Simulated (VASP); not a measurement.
# Ta (Fm-3m) in VASP: settings compared

Aim: see how the results for Ta move with the level of theory and the settings. Levels: PBEsol, r2SCAN. Tasks: single point.

Program: VASP 6.6.1. These are calculated values, not measurements. Logs are shortened: lines on timing, memory, paths and dates and some standing lists are left out, and cuts for length are marked.

## Step 1: The structure

Symmetry: Fm-3m, No. 225, cubic system. Conventional cell: a = 4.177 Å, b = 4.177 Å, c = 4.177 Å, α = 90.00°, β = 90.00°, γ = 90.00°. Ta (site symmetry m-3m) has 12 Ta at 2.95 Å as nearest neighbours.

This isn't the form of Ta at room conditions, which is bcc.

## Step 2: Single point, PBEsol

INCAR

```
SYSTEM = Ta
PREC = Accurate
ENCUT = 520
EDIFF = 1E-6
ISMEAR = 0
SIGMA = 0.5
LREAL = .FALSE.
LASPH = .TRUE.
NELM = 80
ALGO = Normal
ISIF = 2
LWAVE = .FALSE.
LCHARG = .FALSE.
GGA = PS
```

KPOINTS

```
Automatic mesh
0
G
  18 18 18
  0 0 0
```

POSCAR

```
Ta
1.0
    0.0000000000      2.0883400000      2.0883400000
    2.0883400000      0.0000000000      2.0883400000
    2.0883400000      2.0883400000      0.0000000000
Ta
1
Direct
    0.0000000000      0.0000000000      0.0000000000
```

Potentials or basis: VASP PAW PBE potentials, release 64 (Ta_pv).

Command:

```sh
$ cat potpaw_PBE.64/Ta_pv/POTCAR > POTCAR
$ mpirun -np 1 vasp_std > vasp.out
```

OUTCAR:

```text
SYSTEM = Ta
   PREC = Accurate
   ENCUT = 520
   EDIFF = 1E-6
   ISMEAR = 0
   LREAL = .FALSE.
   LASPH = .TRUE.
   NELM = 80
   ISIF = 2
   GGA = PS

 ion  position               nearest neighbor table
   1  0.000  0.000  0.000-

  LATTYP: Found a face centered cubic cell.
 ALAT       =     4.1766800000

  Lattice vectors:

 A1 = (   0.0000000000,   2.0883400000,   2.0883400000)
 A2 = (   2.0883400000,   0.0000000000,   2.0883400000)
 A3 = (   2.0883400000,   2.0883400000,   0.0000000000)

Analysis of symmetry for initial positions (statically):
=====================================================================
 Subroutine PRICEL returns:
 Original cell was already a primitive cell.

 Routine SETGRP: Setting up the symmetry group for a
 face centered cubic supercell.

 Subroutine GETGRP returns: Found 48 space group operations
 (whereof 48 operations were pure point group operations)
 out of a pool of 48 trial point group operations.

The static configuration has the point symmetry O_h .

Analysis of symmetry for dynamics (positions and initial velocities):
=====================================================================
 Subroutine PRICEL returns:
 Original cell was already a primitive cell.

 Routine SETGRP: Setting up the symmetry group for a
 face centered cubic supercell.

 Subroutine GETGRP returns: Found 48 space group operations
 (whereof 48 operations were pure point group operations)
 out of a pool of 48 trial point group operations.

The dynamic configuration has the point symmetry O_h .

 Subroutine INISYM returns: Found 48 space group operations
 (whereof 48 operations are pure point group operations),
 and found     1 'primitive' translations

----------------------------------------------------------------------------------------

                                     Primitive cell

  volume of cell :      18.2152

  direct lattice vectors                    reciprocal lattice vectors
     0.000000000  2.088340000  2.088340000    -0.239424615  0.239424615  0.239424615
     2.088340000  0.000000000  2.088340000     0.239424615 -0.239424615  0.239424615
     2.088340000  2.088340000  0.000000000     0.239424615  0.239424615 -0.239424615

  length of vectors
     2.953358751  2.953358751  2.953358751     0.414695597  0.414695597  0.414695597

  position of ions in fractional coordinates (direct lattice)
     0.000000000  0.000000000  0.000000000

  ion indices of the primitive-cell ions
   primitive index   ion index
                 1           1

----------------------------------------------------------------------------------------

 KPOINTS: Automatic mesh

Automatic generation of k-mesh.
 Grid dimensions read from file:
 generate k-points for:   18   18   18

 Generating k-lattice:

  Cartesian coordinates                     Fractional coordinates (reciprocal lattice)
    -0.013301367  0.013301367  0.013301367     0.055555556  0.000000000  0.000000000
     0.013301367 -0.013301367  0.013301367     0.000000000  0.055555556  0.000000000
     0.013301367  0.013301367 -0.013301367     0.000000000  0.000000000  0.055555556

  Length of vectors
     0.023038644  0.023038644  0.023038644

  Shift w.r.t. Gamma in fractional coordinates (k-lattice)
     0.000000000  0.000000000  0.000000000

 Subroutine IBZKPT returns following result:
 ===========================================

 Found    195 irreducible k-points:

 Following reciprocal coordinates:
            Coordinates               Weight
  0.000000  0.000000  0.000000      1.000000
  0.055556  0.000000  0.000000      8.000000
  0.111111  0.000000  0.000000      8.000000
  0.166667  0.000000  0.000000      8.000000
  0.222222  0.000000  0.000000      8.000000
  0.277778  0.000000  0.000000      8.000000
[... 16 lines left out ...]
 -0.277778  0.055556  0.000000     24.000000
 -0.222222  0.055556  0.000000     24.000000
 [... further k-points ...]
   k-points           NKPTS =    195   k-points in BZ     NKDIM =    195   number of bands    NBANDS=      9
   number of dos      NEDOS =    301   number of ions     NIONS =      1
   total plane-waves  NPLWV =  13824
   dimension x,y,z NGX =    24 NGY =   24 NGZ =   24
   dimension x,y,z NGXF=    48 NGYF=   48 NGZF=   48
   ions per type =               1
   NGX,Y,Z   is equivalent  to a cutoff of  13.51, 13.51, 13.51 a.u.
   NGXF,Y,Z  is equivalent  to a cutoff of  27.02, 27.02, 27.02 a.u.
 SYSTEM =  Ta
   PREC   = accura    normal or accurate (medium, high low for compatibility)
   ISTART =      0    job   : 0-new  1-cont  2-samecut
   ICHARG =      2    charge: 1-file 2-atom 10-const
   ISPIN  =      1    spin polarized calculation?
   LNONCOLLINEAR =      F non collinear calculations
   LSORBIT =      F    spin-orbit coupling
   LASPH  =      T    aspherical Exc in radial PAW
   ENCUT  =  520.0 eV  38.22 Ry    6.18 a.u.   5.49  5.49  5.49*2*pi/ulx,y,z
   NELM   =     80;   NELMIN=  2; NELMDL= -5     # of ELM steps
   EDIFF  = 0.1E-05   stopping-criterion for ELM
   LREAL  =      F    real-space projection
[... 7 lines left out ...]
   TEBEG  =    0.0;   TEEND  =   0.0 temperature during run
   PSTRESS=    0.0 pullay stress
   NELECT =      11.0000    total number of electrons
   NUPDOWN=      -1.0000    fix difference up-down
   EMIN   =  10.00;   EMAX   =-10.00  energy-range for DOS
   EFERMI =   0.00;   METHOD = LEGACY
   ISMEAR =     0;   SIGMA  =   0.50  broadening in eV -4-tet -1-fermi 0-gaus
   EFERMI_NEDOS =   21; number of points for ismear=-14 and -15
   IALGO  =     38    algorithm
   IMIX   =      4    mixing-type and parameters
     AMIX     =   0.40;   BMIX     =  1.00
     AMIX_MAG =   1.60;   BMIX_MAG =  1.00
  volume/ion in A,a.u.               =      18.22       122.92
  Fermi-wavevector in a.u.,A,eV,Ry     =   1.383761  2.614930 26.052373  1.914795
  Thomas-Fermi vector in A             =   2.508329
   LORBIT       =      0    0 simple, 1 ext, 2 COOP (PROOUT), +10 PAW based schemes
   GGA     = PS    functional components
   LHFCALC =     F    Hartree Fock is set to
   AEXX    =    0.0000 exact exchange contribution
   IVDW    =     0    specifies the selected vdW correction
   LEPSILON=     F    determine dielectric tensor
   LRPA    =     F    only Hartree local field effects (RPA)
 non-spin polarized calculation
 Gauss-broadening in eV      SIGMA  =   0.50
  energy-cutoff  :      520.00
  volume of cell :       18.22
 maximum number of plane-waves:       531
 NGX is ok and might be reduce to    24
   NGX = 11   NGY = 11   NGZ = 11

 number of electron      11.0000001 magnetization

 Free energy of the ion-electron system (eV)
  ---------------------------------------------------
  ext. energy  EPLUGINS =         0.00000000
  ---------------------------------------------------
  free energy    TOTEN  =       -12.36248921 eV

  energy without entropy =      -12.20851857  energy(sigma->0) =      -12.28550389

 E-fermi :   5.6370     XC(G=0): -12.6726

 val. band max:        5.6341994479   @ k =  -0.3889   0.4444   0.1667
 cond. band min:       5.6375203864   @ k =   0.3889   0.1111   0.0000
 fundamental gap:      0.0033209385
 Fermi energy:         5.6369595509

 k-point     1 :       0.0000    0.0000    0.0000
  band No.  band energies     occupation
      1     -27.8464      2.00000
      2     -27.8464      2.00000
      3     -27.8464      2.00000
      4      -2.6573      2.00000
      5       6.0385      0.25612
      6       6.0385      0.25612
      7       6.0385      0.25612
      8       9.1557      0.00000
      9       9.1557      0.00000

 k-point     2 :       0.0556    0.0000    0.0000
  band No.  band energies     occupation
      1     -27.8833      2.00000
      2     -27.8510      2.00000
      3     -27.8510      2.00000
      4      -2.5279      2.00000
      5       5.9254      0.41462
      6       6.1006      0.18974
      7       6.1006      0.18974
      8       9.0927      0.00000
      9       9.0927      0.00000

 k-point     3 :       0.1111    0.0000    0.0000
  band No.  band energies     occupation
      1     -27.9885      2.00000
      2     -27.8642      2.00000
      3     -27.8642      2.00000
      4      -2.1530      2.00000
      5       5.6323      1.01042
      6       6.2626      0.07681
      7       6.2626      0.07681
      8       8.9499      0.00000
      9       8.9499      0.00000

 k-point     4 :       0.1667    0.0000    0.0000
  band No.  band energies     occupation
      1     -28.1466      2.00000
      2     -27.8844      2.00000
      3     -27.8844      2.00000
      4      -1.5749      2.00000
      5       5.2699      1.70077
      6       6.4393      0.02325
      7       6.4393      0.02325
      8       8.8616      0.00000
      9       8.8616      0.00000

 k-point     5 :       0.2222    0.0000    0.0000
  band No.  band energies     occupation
      1     -28.3358      2.00000
      2     -27.9091      2.00000
      3     -27.9091      2.00000
      4      -0.8715      2.00000
      5       4.9703      1.94063
      6       6.4949      0.01524
      7       6.4949      0.01524
      8       9.0104      0.00000
      9       9.0104      0.00000

 k-point     6 :       0.2778    0.0000    0.0000
  band No.  band energies     occupation
      1     -28.5317      2.00000
      2     -27.9352      2.00000
      3     -27.9352      2.00000
      4      -0.1675      2.00000
      5       4.8714      1.96964
      6       6.3766      0.03644
      7       6.3766      0.03644
      8       9.4707      0.00000
      9       9.4707      0.00000
[... 169 lines left out ...]
 k-point    21 :      -0.3889    0.0556    0.0000
  band No.  band energies     occupation
      1     -28.8817      2.00000
      2     -28.0187      2.00000
      3     -27.9808      2.00000
      4       0.8757      2.00000
      5       5.5687      1.15306
      6       5.9134      0.43430
      7       5.9975      0.30780
      8      10.7132      0.00000
      9      11.5390      0.00000

 k-point    22 :      -0.3333    0.0556    0.0000
  band No.  band energies     occupation
      1     -28.7575      2.00000
      2     -28.0046      2.00000
      3     -27.9584      2.00000
      4       0.6312      2.00000
      5       5.1283      1.84977
      6       5.9915      0.31599
      7       6.1746      0.12836
      8       9.9409      0.00000
      9      10.9437      0.00000

 k-point    23 :      -0.2778    0.0556    0.0000
  band No.  band energies     occupation
      1     -28.5926      2.00000
      2     -27.9829      2.00000
      3     -27.9324      2.00000
      4       0.1505      2.00000
      5       4.8170      1.97962
      6       6.2152      0.10195
      7       6.3975      0.03146
      8       9.1921      0.00000
      9      10.2565      0.00000

 k-point    24 :      -0.2222    0.0556    0.0000
  band No.  band energies     occupation
      1     -28.4051      2.00000
      2     -27.9559      2.00000
      3     -27.9057      2.00000
      4      -0.5240      2.00000
      5       4.8248      1.97838
      6       6.4107      0.02863
      7       6.5779      0.00778
      8       8.6324      0.00000
      9       9.6590      0.00000

 [... further k-points ...]
[... 5 lines left out ...]
  --------------------------------------------------------------------------------------
  -------------------------------------------------------------------------------------
  Total        0.0687533      0.0687533      0.0687533      0.0000000     -0.0000000      0.0000000
  in kB        6.0474233      6.0474233      6.0474233      0.0000000     -0.0000000      0.0000000
  external PRESSURE =       6.0474233 kB  Pullay stress =       0.0000000 kB

 VOLUME and BASIS-vectors are now :
 -----------------------------------------------------------------------------
  energy-cutoff  :      520.00
  volume of cell :       18.22
      direct lattice vectors                 reciprocal lattice vectors
     0.000000000  2.088340000  2.088340000    -0.239424615  0.239424615  0.239424615
     2.088340000  0.000000000  2.088340000     0.239424615 -0.239424615  0.239424615
     2.088340000  2.088340000  0.000000000     0.239424615  0.239424615 -0.239424615

 POSITION                                       TOTAL-FORCE (eV/Angst)
 -----------------------------------------------------------------------------------
      0.00000      0.00000      0.00000        -0.000000      0.000000     -0.000000
 -----------------------------------------------------------------------------------
    total drift:                               -0.000000      0.000000     -0.000000

  FREE ENERGIE OF THE ION-ELECTRON SYSTEM (eV)
  ---------------------------------------------------
  free  energy   TOTEN  =       -12.3624892078 eV

  energy  without entropy=      -12.2085185685  energy(sigma->0) =      -12.28550389
```

Run time: 9.4 s. Hardware: 1 thread of Intel Xeon 6975P-C (Granite Rapids), shared host; peak memory 0.16 GiB.

Results:

| Item | Value |
| --- | --- |
| Free energy | -12.3625 eV |
| Pressure | 0.6 GPa |
| Band gap on the k mesh | none (metal or under the smearing width) |

Levels at points of the mesh, in eV from the Fermi level:
| k point | band 3 | band 4 | band 5 | band 6 | band 7 | band 8 |
| --- | --- | --- | --- | --- | --- | --- |
| (0.00, 0.00, 0.00) | -33.48 | -8.29 | 0.40 | 0.40 | 0.40 | 3.52 |
| (0.50, 0.00, 0.00) | -33.63 | -4.78 | 0.16 | 0.16 | 0.78 | 5.97 |
| (0.50, 0.50, 0.00) | -33.89 | -4.60 | -3.52 | 3.06 | 5.95 | 6.71 |

Caveat: the PAW data sets were made with another functional, which shifts forces and pressure a little.

## Step 3: Single point, PBEsol

Changes to INCAR since step 2:

```diff
@@ -2,6 +2,6 @@
 PREC = Accurate
-ENCUT = 520
+ENCUT = 900
 EDIFF = 1E-6
 ISMEAR = 0
-SIGMA = 0.5
+SIGMA = 0.1
 LREAL = .FALSE.
```

KPOINTS is that of step 2.

POSCAR is that of step 2.

Potentials or basis: VASP PAW PBE potentials, release 64 (Ta_pv).

Command:

```sh
$ cat potpaw_PBE.64/Ta_pv/POTCAR > POTCAR
$ mpirun -np 1 vasp_std > vasp.out
```

It took 29 s on 1 thread of Intel Xeon 6975P-C (Granite Rapids), shared host; peak memory 0.24 GiB.

It converged, with:

| Item | Value |
| --- | --- |
| Free energy | -12.2886 eV |
| Pressure | 0.0 GPa |
| Band gap on the k mesh | none (metal or under the smearing width) |

Levels at points of the mesh, in eV from the Fermi level:
| k point | band 1 | band 2 | band 3 | band 4 | band 5 | band 6 | band 7 | band 8 | band 9 |
| --- | --- | --- | --- | --- | --- | --- | --- | --- | --- |
| (0.00, 0.00, 0.00) | -33.47 | -33.47 | -33.47 | -8.27 | 0.42 | 0.42 | 0.42 | 3.53 | 3.53 |
| (0.50, 0.00, 0.00) | -34.60 | -33.62 | -33.62 | -4.76 | 0.17 | 0.17 | 0.80 | 5.99 | 5.99 |
| (0.50, 0.50, 0.00) | -34.53 | -33.88 | -33.88 | -4.58 | -3.50 | 3.08 | 5.97 | 6.72 | 6.72 |

Caveat: the PAW data sets were made with another functional, which shifts forces and pressure a little. Spin-orbit coupling is left out, which matters for the levels of Ta.

## Step 4: Single point, r2SCAN

Changes to INCAR since step 3:

```diff
@@ -2,3 +2,3 @@
 PREC = Accurate
-ENCUT = 900
+ENCUT = 520
 EDIFF = 1E-6
@@ -13,2 +13,3 @@
 LCHARG = .FALSE.
-GGA = PS
+METAGGA = R2SCAN
+LMIXTAU = .TRUE.
```

KPOINTS is that of step 3.

POSCAR is that of step 3.

Potentials or basis: VASP PAW PBE potentials, release 64 (Ta_pv).

Command:

```sh
$ cat potpaw_PBE.64/Ta_pv/POTCAR > POTCAR
$ mpirun -np 1 vasp_std > vasp.out
```

OUTCAR:

```text
SYSTEM = Ta
   PREC = Accurate
   ENCUT = 520
   EDIFF = 1E-6
   ISMEAR = 0
   LREAL = .FALSE.
   LASPH = .TRUE.
   NELM = 80
   ISIF = 2
   METAGGA = R2SCAN

 ion  position               nearest neighbor table
   1  0.000  0.000  0.000-

  LATTYP: Found a face centered cubic cell.
 ALAT       =     4.1766800000

  Lattice vectors:

 A1 = (   0.0000000000,   2.0883400000,   2.0883400000)
 A2 = (   2.0883400000,   0.0000000000,   2.0883400000)
 A3 = (   2.0883400000,   2.0883400000,   0.0000000000)

Analysis of symmetry for initial positions (statically):
[... 459 lines left out ...]
      2     -29.1656      2.00000
      3     -29.1134      2.00000
      4      -0.8176      2.00000
      5       4.8030      2.00000
      6       6.5650      0.00000
      7       6.7461      0.00000
      8       8.9351      0.00000
      9       9.9936      0.00000

 [... further k-points ...]
[... 5 lines left out ...]
  --------------------------------------------------------------------------------------
  -------------------------------------------------------------------------------------
  Total        0.5835016      0.5835016      0.5835016     -0.0000000     -0.0000000      0.0000000
  in kB       51.3238283     51.3238283     51.3238283     -0.0000000     -0.0000000      0.0000000
  external PRESSURE =      51.3238283 kB  Pullay stress =       0.0000000 kB

 VOLUME and BASIS-vectors are now :
 -----------------------------------------------------------------------------
  energy-cutoff  :      520.00
  volume of cell :       18.22
      direct lattice vectors                 reciprocal lattice vectors
     0.000000000  2.088340000  2.088340000    -0.239424615  0.239424615  0.239424615
     2.088340000  0.000000000  2.088340000     0.239424615 -0.239424615  0.239424615
     2.088340000  2.088340000  0.000000000     0.239424615  0.239424615 -0.239424615

 POSITION                                       TOTAL-FORCE (eV/Angst)
 -----------------------------------------------------------------------------------
      0.00000      0.00000      0.00000         0.000000      0.000000      0.000000
 -----------------------------------------------------------------------------------
    total drift:                                0.000000     -0.000000     -0.000000

  FREE ENERGIE OF THE ION-ELECTRON SYSTEM (eV)
  ---------------------------------------------------
  free  energy   TOTEN  =       -48.3348630859 eV

  energy  without entropy=      -48.3293833265  energy(sigma->0) =      -48.33212321
```

stdout:

```text
POSCAR found type information on POSCAR Ta
 POSCAR found :  1 types and       1 ions
 scaLAPACK will be used
 -----------------------------------------------------------------------------
|                                                                             |
|                                                                             |
|     You enforced a specific xc type in the INCAR file but a different       |
|     I HOPE YOU KNOW WHAT YOU ARE DOING!                                     |
|                                                                             |
 -----------------------------------------------------------------------------

 LDA part: xc-table for (None), standard interpolation
 POSCAR, INCAR and KPOINTS ok, starting setup
 FFT: planning ... GRIDC
 FFT: planning ... GRID_SOFT
 FFT: planning ... GRID
 WAVECAR not read
 entering main loop
```

It took 51 s on 1 thread of Intel Xeon 6975P-C (Granite Rapids), shared host; peak memory 0.18 GiB.

What came out:

| Quantity | Value |
| --- | --- |
| Free energy | -48.3349 eV |
| Pressure | 5.1 GPa |
| Band gap on the k mesh | none (metal or under the smearing width) |

Caveat: the PAW data sets were made with another functional, which shifts forces and pressure a little.

## Step 5: Overview

```csv
level,cutoff (eV),smearing,gap on the mesh (eV),pressure (GPa)
PBEsol,520,gaussian 0.5 eV,none,0.6
PBEsol,900,gaussian 0.1 eV,none,0.0
r2SCAN,520,gaussian 0.1 eV,none,5.1
```

Alike in all rows: task single point; potentials or basis VASP PAW PBE potentials, release 64 (Ta_pv); no spin polarisation; cell as given; k mesh 18 × 18 × 18.

Every run on the cell as given and a fine mesh finds a metal. The pressure there spans 0.0 GPa (PBEsol) to 5.1 GPa (r2SCAN); a positive pressure means that this level wants a larger cell, a negative one a smaller.

Caveats: the PAW data sets were made with another functional, which shifts forces and pressure a little.

Absolute energies hang on the potentials; compare differences alone.
